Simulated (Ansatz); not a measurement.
Input and command of a calculation in Ansatz (plane waves; scalar-relativistic PAW potentials unless the input names others):

```yaml
crystal:
  lattice:
    - [2.1356796878, -1.2330515549, -0.0116208983]
    - [2.1356796878, 1.2330515549, -0.0116208983]
    - [-1.4032504726, 0.0, 3.4451492794]
  atoms:
    - { symbol: C, position: [0.8333635904, 0.8333635904, 9.05416e-05] }
    - { symbol: C, position: [0.1666364096, 0.1666364096, 0.9999094584] }
basis:
  ecutwfc: "800 eV"
kpoints:
  mp_grid: { grid: [14, 14, 8] }
hamiltonian:
  xc: pbe
  dispersion: d3bj
scf:
  occupations: { method: gaussian, width: 0.15 }
output:
  forces: true
  eigenvalues: true
  stress: true
```

```bash
ansatz run input.yaml --threads 1 --pin off --max-ram 3072MiB --backend cpu --events-out ev --progress --plain --runs-dir out
```

Abridged log:
```
Basis set: ecut = 800 eV, 939 PW (Γ), exchange–correlation on 48×48×72 points (8 copies of the dense FFT grid, shifted against one another)
Bands: 8, of which v1, the nominal top of the filled ones, is band 4 counted from 1 (3 counted from 0)
Symmetry: 4 space group operations
k-points: 429 of 1568
SCF iter   1: F=—  HF=-502.177085 eV  |F-HF|=—  |Δ(HF+E_count)|=         —  Δρ=2.65e-3  dr2=1.17e-3  ethr=1.77e-3  ⟨swp⟩=4.0  Hψ=22283  notcnv=0
SCF iter   2: F=—  HF=-502.177351 eV  |F-HF|=—  |Δ(HF+E_count)|=   2.66e-4  Δρ=1.35e-3  dr2=2.63e-4  ethr=1.47e-5  ⟨swp⟩=2.5  Hψ=8489  notcnv=0
SCF iter   3: F=—  HF=-502.177364 eV  |F-HF|=—  |Δ(HF+E_count)|=   1.26e-5  Δρ=2.09e-4  dr2=4.36e-6  ethr=3.29e-6  ⟨swp⟩=2.0  Hψ=4959  notcnv=0
SCF iter   4: F=—  HF=-502.177363 eV  |F-HF|=—  |Δ(HF+E_count)|=   8.69e-7  Δρ=5.47e-5  dr2=1.55e-7  ethr=5.45e-8  ⟨swp⟩=2.6  Hψ=5197  notcnv=0
SCF iter   5: F=-502.177364 eV  HF=-502.177364 eV  |F-HF|=5.24e-10  |Δ(HF+E_count)|=   3.40e-7  Δρ=5.10e-6  dr2=1.97e-9  ethr=1.93e-9  ⟨swp⟩=2.1  Hψ=4941  notcnv=0
SCF iter   6: F=-502.177364 eV  HF=-502.177364 eV  |F-HF|=2.39e-12  |Δ(HF+E_count)|=  7.93e-10  Δρ=6.49e-7  dr2=3.38e-11  ethr=2.47e-11  ⟨swp⟩=1.6  Hψ=10722  notcnv=0
SCF 1 converged in 6 iterations: F = -502.177364 eV  dr2 = 3.38e-11
SCF converged after 6 iterations
Free energy (F): -502.177364 eV
Harris-Foulkes:  -502.177364 eV  (|F-HF|=2.39e-12)
Internal energy: -502.177362 eV  (E = F + TS)
E sigma→0 (E₀):  -502.177363 eV
Entropy (-TS):   -0.000001 eV (-0.001 meV/atom)
Fermi energy:    6.767843 eV
  E_disp       = -0.303719  (pairwise vdW)
--- Forces (eV/Å), atoms counted from 1 ---
  atom   1  C     -0.00004556     0.00000000    -0.00036153
  atom   2  C      0.00004556     0.00000000     0.00036153
--- Stress (GPa, compression-positive) ---
       -0.590488       0.000000      -0.001687
        0.000000      -0.590805       0.000000
       -0.001686       0.000000      -0.558286
  P = ⅓ Tr σ = -0.5799 GPa (-5.799 kbar)
```

Apart from outputs, empty bands and the relaxation, which only the reference makes, the input differs from a reference run on usual settings in scf.occupations.method: "fixed" → "gaussian"; scf.occupations.width: not typed → 0.15; basis.ecutwfc: 420 → "800 eV". The reference, at the same geometry, ended its own course with pressure -0.55 GPa, largest force 0.000 eV/Å, gap on the mesh 0.75 eV. This run converged in 6 SCF iterations with an energy at zero smearing 3.62 meV/atom below the reference's, pressure -0.58 GPa, largest force 0.000 eV/Å, gap on the mesh 0.74 eV.

The run took 7.4 s on 1 thread of Arm Neoverse V1, on a shared host, peak memory 0.43 GiB.